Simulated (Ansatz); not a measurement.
# O vacancy in In2O3

Aim: make an O vacancy in a supercell of 40 atoms of In2O3, relax it, in the charges +2, +1, 0, and find its formation energy, moment and surroundings.

Method: DFT PBE, scalar-relativistic, plane waves, PAW, in Ansatz 0.2.0.

3 further runs of the same task are left out: 3 set aside as unsound or not needed.

## 1. The starting structure

Symmetry: R-3c, No. 167, trigonal system. Conventional cell: a = 5.575 Å, b = 5.575 Å, c = 14.757 Å, α = 90.00°, β = 90.00°, γ = 120.00°. In (site symmetry 3) is surrounded by 6 O at 2.16 to 2.29 Å. O (site symmetry 2) has 4 In at 2.16 to 2.29 Å in its first shell of neighbours.

Coordinates:

```cif
data_structure
_symmetry_space_group_name_H-M 'P 1'
_symmetry_Int_Tables_number 1
_cell_length_a 5.8786
_cell_length_b 5.8786
_cell_length_c 5.8786
_cell_angle_alpha 56.614
_cell_angle_beta 56.614
_cell_angle_gamma 56.614
_cell_volume 132.41
loop_
_atom_site_label
_atom_site_type_symbol
_atom_site_fract_x
_atom_site_fract_y
_atom_site_fract_z
_atom_site_occupancy
In1 In 0.64280 0.64280 0.64280 1
In2 In 0.85720 0.85720 0.85720 1
In3 In 0.35720 0.35720 0.35720 1
In4 In 0.14280 0.14280 0.14280 1
O1 O 0.04657 0.75000 0.45343 1
O2 O 0.75000 0.45343 0.04657 1
O3 O 0.45343 0.04657 0.75000 1
O4 O 0.95343 0.25000 0.54657 1
O5 O 0.54657 0.95343 0.25000 1
O6 O 0.25000 0.54657 0.95343 1
```

It goes back to an entry of the Materials Project.

It is the result of an earlier relaxation at this level (volume 13.24 Å³/atom; gap on the mesh: 0.97 eV).

The host's static dielectric tensor, from an earlier linear-response run, has a mean of 14.16.

The perfect supercell (rows -1 1 1; 1 -1 1; 1 1 -1 in vectors of this cell) was computed beforehand with the same settings: E(σ→0) = -103185.8510 eV for 40 atoms, gap 2.39 eV on its own mesh.

## 2. The defect cell

The atom at (0.602, 0.250, 0.398) of the supercell is taken out. The other atoms start on their ideal sites. Its neighbours are 2 In at 2.16 Å, 2 In at 2.29 Å.

## 3. Relaxing the defect, charge 0

File input.yaml:

```yaml
crystal:
  lattice:
    - [-5.5752353406, -3.2188636247, 4.9190313798]
    - [5.5752353406, -3.2188636247, 4.9190313798]
    - [0.0, 6.4377272494, 4.9190313798]
  atoms:
    - { symbol: In, position: [0.6427970986, 0.6427970986, 0.6427970986] }
    - { symbol: In, position: [0.1427970986, 0.1427970986, 0.6427970986] }
    - { symbol: In, position: [0.1427970986, 0.6427970986, 0.1427970986] }
    - { symbol: In, position: [0.6427970986, 0.1427970986, 0.1427970986] }
    - { symbol: In, position: [0.8572029014, 0.8572029014, 0.8572029014] }
    - { symbol: In, position: [0.3572029014, 0.3572029014, 0.8572029014] }
    - { symbol: In, position: [0.3572029014, 0.8572029014, 0.3572029014] }
    - { symbol: In, position: [0.8572029014, 0.3572029014, 0.3572029014] }
    - { symbol: In, position: [0.3572029014, 0.3572029014, 0.3572029014] }
    - { symbol: In, position: [0.8572029014, 0.8572029014, 0.3572029014] }
    - { symbol: In, position: [0.8572029014, 0.3572029014, 0.8572029014] }
    - { symbol: In, position: [0.3572029014, 0.8572029014, 0.8572029014] }
    - { symbol: In, position: [0.1427970986, 0.1427970986, 0.1427970986] }
    - { symbol: In, position: [0.6427970986, 0.6427970986, 0.1427970986] }
    - { symbol: In, position: [0.6427970986, 0.1427970986, 0.6427970986] }
    - { symbol: In, position: [0.1427970986, 0.6427970986, 0.6427970986] }
    - { symbol: O, position: [0.1017163991, 0.75, 0.3982836009] }
    - { symbol: O, position: [0.1017163991, 0.25, 0.8982836009] }
    - { symbol: O, position: [0.6017163991, 0.75, 0.8982836009] }
    - { symbol: O, position: [0.25, 0.3982836009, 0.6017163991] }
    - { symbol: O, position: [0.75, 0.8982836009, 0.6017163991] }
    - { symbol: O, position: [0.75, 0.3982836009, 0.1017163991] }
    - { symbol: O, position: [0.25, 0.8982836009, 0.1017163991] }
    - { symbol: O, position: [0.3982836009, 0.6017163991, 0.25] }
    - { symbol: O, position: [0.8982836009, 0.1017163991, 0.25] }
    - { symbol: O, position: [0.8982836009, 0.6017163991, 0.75] }
    - { symbol: O, position: [0.3982836009, 0.1017163991, 0.75] }
    - { symbol: O, position: [0.3982836009, 0.75, 0.6017163991] }
    - { symbol: O, position: [0.8982836009, 0.25, 0.6017163991] }
    - { symbol: O, position: [0.8982836009, 0.75, 0.1017163991] }
    - { symbol: O, position: [0.3982836009, 0.25, 0.1017163991] }
    - { symbol: O, position: [0.6017163991, 0.3982836009, 0.75] }
    - { symbol: O, position: [0.1017163991, 0.8982836009, 0.75] }
    - { symbol: O, position: [0.1017163991, 0.3982836009, 0.25] }
    - { symbol: O, position: [0.6017163991, 0.8982836009, 0.25] }
    - { symbol: O, position: [0.75, 0.6017163991, 0.3982836009] }
    - { symbol: O, position: [0.25, 0.1017163991, 0.3982836009] }
    - { symbol: O, position: [0.25, 0.6017163991, 0.8982836009] }
    - { symbol: O, position: [0.75, 0.1017163991, 0.8982836009] }
  host:
    lattice:
      - [2.7876176703, 1.6094318124, 4.9190313798]
      - [-2.7876176703, 1.6094318124, 4.9190313798]
      - [0.0, -3.2188636247, 4.9190313798]
    atoms:
      - { symbol: In, position: [0.6427970986, 0.6427970986, 0.6427970986] }
      - { symbol: In, position: [0.8572029014, 0.8572029014, 0.8572029014] }
      - { symbol: In, position: [0.3572029014, 0.3572029014, 0.3572029014] }
      - { symbol: In, position: [0.1427970986, 0.1427970986, 0.1427970986] }
      - { symbol: O, position: [0.0465672018, 0.75, 0.4534327982] }
      - { symbol: O, position: [0.75, 0.4534327982, 0.0465672018] }
      - { symbol: O, position: [0.4534327982, 0.0465672018, 0.75] }
      - { symbol: O, position: [0.9534327982, 0.25, 0.5465672018] }
      - { symbol: O, position: [0.5465672018, 0.9534327982, 0.25] }
      - { symbol: O, position: [0.25, 0.5465672018, 0.9534327982] }
basis:
  ecutwfc: 420
  xc_grid: 2
kpoints:
  mp_grid: { grid: [2, 2, 2], shift: [0.5, 0.5, 0.5] }
hamiltonian:
  xc: pbe
scf:
  occupations: { method: gaussian, width: 0.01 }
output:
  forces: true
  stress: false
  eigenvalues: true
  charged_corrections:
    defect_position: [0.6017164, 0.25, 0.3982836]
    epsilon: [[12.9761, 0.0, 0.0], [0.0, 12.9761, 0.0], [0.0, 0.0, 16.5193]]
relax:
  adjacent_minimum: "off"
  f_tol: 0.025
  max_steps: 45
```

Started as:

```console
> ansatz run input.yaml --threads 4 --pin off --max-ram 10240MiB --backend cpu --events-out ev --progress --plain --runs-dir out
```

The session goes on with these runs: charge state +1; charge +1, second spin start; charge state +2.

What does the calculation give? Wanted: formation energy, neutral; nearest atoms after relaxation, one image of each, neutral.

**Answer**, as computed:

| quantity | value |
| --- | --- |
| formation energy, neutral | 3.51 eV |
| nearest atoms after relaxation, one image of each, neutral | 2 In at 2.01 Å, 2 In at 2.40 Å, 2 O at 2.80 Å, 2 O at 2.95 Å |
| level (+2/+1) above the valence top | 1.47 eV (outside the gap) |
| level (+1/0) above the valence top | 1.55 eV (outside the gap) |

Forming the neutral defect takes 3.51 eV with the elements as reservoirs. That is the O-rich limit, where a vacancy costs most; where O is scarce it costs less. Spin polarisation was off in the neutral run, so a moment could not show there. Spin was allowed in some charges only (not in +2, 0): their moments are zero by construction, and levels between the two kinds of run can be off. Among the charges computed the stable one is +2 at the valence top and stays so across the gap of 0.96 eV. In charges +1 and 0 the extra carrier would gain by moving to a band edge of the host at this level and cell size; a small cell and a semilocal functional both favour that, so a real bound level isn't ruled out. The alignment term, up to 0.47 eV here, is marked as doubtful by the program in a cell of this size. Levels are placed in the host's Kohn-Sham gap, which is usually too small at this level and squeezes them. A cell of 40 sites leaves finite-size errors of tenths of an eV, or more where the defect fills or empties host bands. A distortion of lower symmetry was not tried.

Spin-orbit coupling is left out, though the cell holds In; it can move the gap. A log calls its force constants unconverged on the k mesh, so modes and the static dielectric constant formed from them are rough.
